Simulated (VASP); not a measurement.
## Ga: relaxation of cell and atoms with PBE

Crystal: Ga.

```
CELL_PARAMETERS angstrom
2.26150 -3.83050 0.00000
2.26150 3.83050 0.00000
0.00000 0.00000 4.52400
ATOMIC_POSITIONS crystal
Ga 0.84510 0.15490 0.08100
Ga 0.65490 0.34510 0.58100
Ga 0.15490 0.84510 0.91900
Ga 0.34510 0.65490 0.41900
```

- Program: VASP 6.6.1
- Task: relaxation of cell and atoms
- Functional: PBE
- Potentials or basis: VASP PAW PBE potentials, release 64 (Ga_d)
- Cutoff: 520 eV
- k mesh: 9 × 9 × 8
- Occupations: gaussian, width 0.1 eV
- Spin: no spin polarisation
- Further INCAR settings: ALGO = Normal; EDIFF = 1e-06; IBRION = 2; EDIFFG = -0.01; NSW = 90; ISIF = 3

The relaxed volume is 20.40 Å³/atom. The relaxed cell is a = 4.512 Å, b = 4.512 Å, c = 4.541 Å, α = 90.00°, β = 90.00°, γ = 118.05°. The space group after relaxing (to 0.05 Å) is Cmce (No. 64). The energy gained by relaxing is 5.8 meV/atom. The ionic steps are 26, the pressure after relaxing is 0.0 GPa and the largest force after relaxing is 0.004 eV/Å. The band gap on the k mesh is none (metal or under the smearing width).

Forces in eV/Å, atoms in the order of the input:
```
Ga   0.000 -0.001  0.004
Ga   0.000  0.001  0.004
Ga   0.000  0.001 -0.004
Ga   0.000 -0.001 -0.004
```

Step by step:
```tsv
step	energy change (eV)	largest force (eV/Å)	pressure (GPa)	volume (Å³)
1	0.0000	0.1074	2.01	78.38
2	-0.0198	0.0353	0.23	81.21
3	-0.0196	0.0228	-0.22	81.82
4	-0.0199	0.0287	-0.09	81.54
5	-0.0199	0.0327	0.01	81.44
6	-0.0209	0.0260	-0.17	81.49
7	-0.0221	0.0215	-0.22	81.57
8	-0.0225	0.0220	-0.06	81.72
9	-0.0227	0.0211	0.05	81.66
10	-0.0227	0.0208	0.02	81.68
11	-0.0229	0.0272	-0.26	81.78
12	-0.0230	0.0200	-0.19	81.75
13	-0.0229	0.0347	0.16	81.35
14	-0.0231	0.0258	0.03	81.58
15	-0.0231	0.0254	-0.02	81.60
16	-0.0231	0.0248	0.00	81.59
17	-0.0232	0.0119	0.04	81.56
18	-0.0232	0.0108	0.03	81.55
19	-0.0232	0.0172	0.05	81.52
20	-0.0233	0.0127	-0.02	81.54
21	-0.0233	0.0155	0.03	81.53
22	-0.0233	0.0121	0.05	81.56
23	-0.0233	0.0105	0.01	81.58
24	-0.0233	0.0114	0.01	81.57
25	-0.0233	0.0049	-0.05	81.59
26	-0.0233	0.0037	-0.03	81.60
```

Final structure:
```
Ga
1.0
     2.32239   -3.86862    0.00000
     2.32239    3.86862    0.00000
     0.00000    0.00000    4.54103
Ga
4
Direct
  0.84370 0.15630 0.08322
  0.65630 0.34370 0.58322
  0.15630 0.84370 0.91678
  0.34370 0.65630 0.41678
```

Levels at points of the mesh, in eV from the Fermi level:
```csv
k point,band 24,band 25,band 26,band 27,band 28,band 29
"(0.00, 0.00, 0.00)",-2.02,-1.62,-0.51,0.94,1.02,1.13
"(0.00, 0.00, 0.50)",-0.44,0.08,0.08,0.15,0.15,2.19
```

It took 21 min on 2 MPI ranks on Intel(R) Xeon(R) Platinum 8488C (Sapphire Rapids), with other jobs on the host, peak memory 0.35 GiB a rank.

PBE usually gives volumes a little too large and moduli too small. Zero-point motion and thermal expansion aren't in these numbers.
